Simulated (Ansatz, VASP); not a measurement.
# C (bilayer graphene, AB stacked): VASP beside Ansatz, part 2 of 2

Aim: how closely do two programs agree when they are given the same cell, functional and k mesh? The cell is taken from a series of runs on this material, whose earlier steps may have relaxed, scaled, displaced or heated it; both programs get it as it stands.

VASP 6.6.1 and Ansatz 0.2.0.

So far: Starting point; Ansatz: single point, HSE06.

## Step 3: VASP: single point, HSE06

Level of this step: HSE06; plane waves and PAW (C) (VASP).

The same cell, functional, mesh and smearing now go to VASP, with its own data sets.

Lines of VASP's logs that name or quote its potential files are left out, and so is its time.

The run reads the wave functions of an earlier VASP run, which isn't shown here.

Input file INCAR:

```
SYSTEM = C
PREC = Accurate
ENCUT = 520
EDIFF = 1E-06
NELM = 100
ISMEAR = -1
SIGMA = 0.05
LREAL = .FALSE.
ALGO = Normal
LHFCALC = .TRUE.
AEXX = 0.25
GGA = PE
HFSCREEN = 0.208
LASPH = .TRUE.
NBANDS = 14
PRECFOCK = Fast
LORBIT = 11
LWAVE = .FALSE.
LCHARG = .FALSE.
KPAR = 8
ISIF = 2
LDIPOL = .TRUE.
IDIPOL = 3
DIPOL = 0.5 0.5 0.501
LVHAR = .TRUE.
```

Input file POSCAR:

```
C
1.0
    2.4610000000      0.0000000000      0.0000000000
   -1.2305000000      2.1312885187      0.0000000000
    0.0000000000      0.0000000000     19.3540000000
C
4
Direct
    0.0000000000      0.0000000000      0.4133512452
    0.6666666667      0.3333333333      0.4133353291
    0.0000000000      0.0000000000      0.5894721071
    0.3333333333      0.6666666667      0.5894928534
```

Input file KPOINTS:

```
Automatic mesh
0
Gamma
18 18 1
0 0 0
```

Potentials, in the order of the species: C (PBE family, release 64).

Run with:

```bash
$ mpirun -np 8 vasp_std
```

Numbers of over 12 decimals in the logs are rounded to 6 here.

Output:

```text
[banner, memory and clock lines left out]
running    8 mpi-ranks, on    1 nodes
 distrk:  each k-point on    1 cores,    8 groups
 distr:  one band on    1 cores,    1 groups

 POSCAR found type information on POSCAR C
 POSCAR found :  1 types and       4 ions
|                                                                             |
|           W    W    AA    RRRRR   N    N  II  N    N   GGGG   !!!           |
|           W    W   A  A   R    R  NN   N  II  NN   N  G    G  !!!           |
|           W    W  A    A  R    R  N N  N  II  N N  N  G       !!!           |
|           W WW W  AAAAAA  RRRRR   N  N N  II  N  N N  G  GGG   !            |
|           WW  WW  A    A  R   R   N   NN  II  N   NN  G    G                |
|           W    W  A    A  R    R  N    N  II  N    N   GGGG   !!!           |
|                                                                             |
|     For optimal performance we recommend to set                             |
|       NCORE = 2 up to number-of-cores-per-socket                            |
|     NCORE specifies how many cores store one orbital (NPAR=cpu/NCORE).      |
|     This setting can greatly improve the performance of VASP for DFT.       |
|     The default, NCORE=1 might be grossly inefficient on modern             |
|     multi-core architectures or massively parallel machines. Do your        |
|     Unfortunately you need to use the default for GW and RPA                |
|     calculations (for HF NCORE is supported but not extensively tested      |
|     yet).                                                                   |
|                                                                             |

 LDA part: xc-table for (Slater+PW92), standard interpolation
 found WAVECAR, reading the header
 POSCAR, INCAR and KPOINTS ok, starting setup
 FFT: planning ... GRIDC
 FFT: planning ... GRID_SOFT
 FFT: planning ... GRID
 reading WAVECAR
 the WAVECAR file was read successfully
 initial charge from wavefunction
 entering main loop
       N       E                     dE             d eps       ncg     rms          rms(c)
DAV:   1    -0.423231745777E+02   -0.42323E+02   -0.48708E-01  1270   0.558E+00    0.989E-01
DAV:   2    -0.423231915274E+02   -0.16950E-04   -0.81994E-03  1178   0.610E-01    0.630E-01
DAV:   3    -0.423217053958E+02    0.14861E-02   -0.13153E-03  1326   0.260E-01    0.348E-01
DAV:   4    -0.423213272466E+02    0.37815E-03   -0.44167E-04  1378   0.151E-01    0.185E-01
DAV:   5    -0.423212357867E+02    0.91460E-04   -0.10179E-04  1384   0.756E-02    0.980E-02
DAV:   6    -0.423212145666E+02    0.21220E-04   -0.22499E-05  1312   0.363E-02    0.525E-02
DAV:   7    -0.423212114880E+02    0.30786E-05   -0.50318E-06  1258   0.176E-02    0.286E-02
DAV:   8    -0.423212142922E+02   -0.28042E-05   -0.14368E-06  1240   0.929E-03    0.156E-02
DAV:   9    -0.423212171606E+02   -0.28684E-05   -0.44857E-07   980   0.525E-03    0.896E-03
DAV:  10    -0.423212205597E+02   -0.33990E-05   -0.32410E-07   944   0.430E-03    0.500E-03
DAV:  11    -0.423212230854E+02   -0.25257E-05   -0.15261E-07   956   0.285E-03    0.292E-03
DAV:  12    -0.423212253824E+02   -0.22970E-05   -0.11302E-07   908   0.226E-03    0.179E-03
DAV:  13    -0.423212271226E+02   -0.17402E-05   -0.80164E-08   938   0.175E-03    0.125E-03
DAV:  14    -0.423212285424E+02   -0.14198E-05   -0.59333E-08   896   0.144E-03    0.101E-03
DAV:  15    -0.423212297050E+02   -0.11626E-05   -0.46760E-08   920   0.121E-03    0.890E-04
DAV:  16    -0.423212305200E+02   -0.81503E-06   -0.33254E-08   920   0.101E-03
   1 F= -.42321231E+02 E0= -.42320799E+02  d E =-.863882E-03
```

From OUTCAR (step 3):

```text
ion  position               nearest neighbor table
   1  0.000  0.000  0.413-   2 1.42   2 1.42   2 1.42
   2  0.667  0.333  0.413-   1 1.42   1 1.42   1 1.42
   3  0.000  0.000  0.589-   4 1.42   4 1.42   4 1.42
   4  0.333  0.667  0.589-   3 1.42   3 1.42   3 1.42

  LATTYP: Found a hexagonal cell.
 ALAT       =     2.4610000000
 C/A-ratio  =     7.8642828119

 Subroutine GETGRP returns: Found 12 space group operations
 (whereof  6 operations were pure point group operations)

The static configuration has the point symmetry C_3v.
 The point group associated with its full space group is D_3d.

 Found     37 irreducible k-points:

   k-points           NKPTS =     37   k-points in BZ     NKDIM =    324   number of bands    NBANDS=     14

   dimension x,y,z NGX =    18 NGY =   18 NGZ =  144
   dimension x,y,z NGXF=    36 NGYF=   36 NGZF=  288

   ENCUT  =  520.0 eV  38.22 Ry    6.18 a.u.   4.58  4.58 35.99*2*pi/ulx,y,z

   NELECT =      16.0000    total number of electrons

 k-points in reciprocal lattice and weights: Automatic mesh
   0.00000000  0.00000000  0.00000000       0.003
   0.05555556 -0.00000000  0.00000000       0.019
   0.11111111 -0.00000000  0.00000000       0.019
   0.16666667  0.00000000  0.00000000       0.019
   0.22222222 -0.00000000  0.00000000       0.019
   0.27777778 -0.00000000  0.00000000       0.019
   0.33333333  0.00000000  0.00000000       0.019
   0.38888889 -0.00000000  0.00000000       0.019
   0.44444444 -0.00000000  0.00000000       0.019
[...]
0.33333333  0.27777778  0.00000000       0.037
   0.33333333  0.33333333  0.00000000       0.006

  exchange ACFDT corr.  =         0.00000000  see jH, gK, PRB 81, 115126

 dipolmoment           0.000000      0.000000      0.000188 electrons x Angstroem

 average (electrostatic) potential at core
       1 -52.9011       2 -52.8825       3 -52.9013       4 -52.8827

 E-fermi :  -1.2027

 k-point     1 :       0.0000    0.0000    0.0000
  band No.  band energies     occupation
    ...
      4      -9.5910      2.00000
      5      -5.2024      2.00000
      6      -5.2024      2.00000
      7      -5.1939      2.00000
      8      -5.1939      2.00000
      9       2.4793      0.00000
     10       2.8889      0.00000
     11       3.5671      0.00000
     12       4.9276      0.00000
     13       5.3339      0.00000
    ...

 k-point     2 :       0.0556   -0.0000    0.0000
  band No.  band energies     occupation
    ...
      4      -9.4942      2.00000
      5      -5.5261      2.00000
      6      -5.5142      2.00000
      7      -5.3712      2.00000
      8      -5.3603      2.00000
      9       2.5790      0.00000
     10       2.9893      0.00000
     11       3.6682      0.00000
     12       5.0280      0.00000
     13       5.4293      0.00000
    ...

 k-point     3 :       0.1111   -0.0000    0.0000
  band No.  band energies     occupation
    ...
      4      -9.2047      2.00000
      5      -6.4183      2.00000
      6      -6.3986      2.00000
      7      -5.8208      2.00000
      8      -5.8057      2.00000
      9       2.8783      0.00000
     10       3.2901      0.00000
     11       3.9714      0.00000
     12       5.3291      0.00000
     13       5.7153      0.00000
    ...

  Total       -1.1293386     -1.1293386      0.2417758      0.0000000      0.0000000      0.0000000
  in kB      -17.8242051    -17.8242051      3.8159164      0.0000000      0.0000000      0.0000000
  external PRESSURE =     -10.6108313 kB  Pullay stress =       0.0000000 kB

  energy-cutoff  :      520.00
  volume of cell :      101.51
      direct lattice vectors                 reciprocal lattice vectors
     2.461000000  0.000000000  0.000000000     0.406338887  0.234599866  0.000000000
    -1.230500000  2.131288519  0.000000000     0.000000000  0.469199731  0.000000000
     0.000000000  0.000000000 19.354000000     0.000000000  0.000000000  0.051668906

 POSITION                                       TOTAL-FORCE (eV/Angst)
 -----------------------------------------------------------------------------------
      0.00000      0.00000      8.00000        -0.000000     -0.000000     -0.039263
      1.23050      0.71043      7.99969         0.000000     -0.000000     -0.040651
      0.00000      0.00000     11.40864         0.000000      0.000000      0.039263
     -0.00000      1.42086     11.40904        -0.000000      0.000000      0.040651
 -----------------------------------------------------------------------------------
    total drift:                               -0.000000      0.000000     -0.042217

  FREE ENERGIE OF THE ION-ELECTRON SYSTEM (eV)
  ---------------------------------------------------
  free  energy   TOTEN  =       -42.3212305200 eV

  energy  without entropy=      -42.3203666380  energy(sigma->0) =      -42.32079858

 vacuum level on the upper side and lower side of the slab         3.122         3.117

 total charge
# of ion       s       p       d       tot
------------------------------------------
    1        0.870   1.784   0.000   2.654
    2        0.870   1.786   0.000   2.655
    3        0.870   1.784   0.000   2.654
    4        0.870   1.786   0.000   2.655
--------------------------------------------------
tot          3.479   7.139   0.000  10.618

[... 3 further parts left out ...]
```

## Step 4: Differences

Known differences besides the potentials themselves: exact exchange at q = 0 is treated differently, which shows on coarse meshes; VASP keeps PBE cores, Ansatz makes them for the functional; the cutoff is 420 eV in Ansatz and 520 eV in VASP; VASP takes a coarser grid for exact exchange (PRECFOCK = Fast). Total energies have different zeros and are not compared.

Compared:

```
                                   quantity  Ansatz  VASP  difference
 work function, lower of the two faces (eV)    4.35  4.32       +0.03
work function, higher of the two faces (eV)    4.35  4.32       +0.02
```

With vacuum in the cell, a pressure given here is an average over mostly empty space and none of the material.

## Step 5: Outcome

```
difference in work function, lower of the two faces (single point, HSE06) : 0.027 eV
```

What this shows: The difference in work function, lower of the two faces is 0.027 eV (single point, HSE06). Such differences can come from data sets, numerical settings and the points named under the comparisons, not from the functional's error against experiment.

[Lines on the potential files, build, host, timing and source positions are cut from VASP's logs without a mark.]

[Logs are printed without paths, hosts, clocks, repeated set-up lines and the standing remarks that a program may print on its own settings, such as how far it seeks lower states.]

[Hosts, paths, dates, database ids (printed as entryN), source tags and the programs' standing remarks are cut or masked in the printed files.]
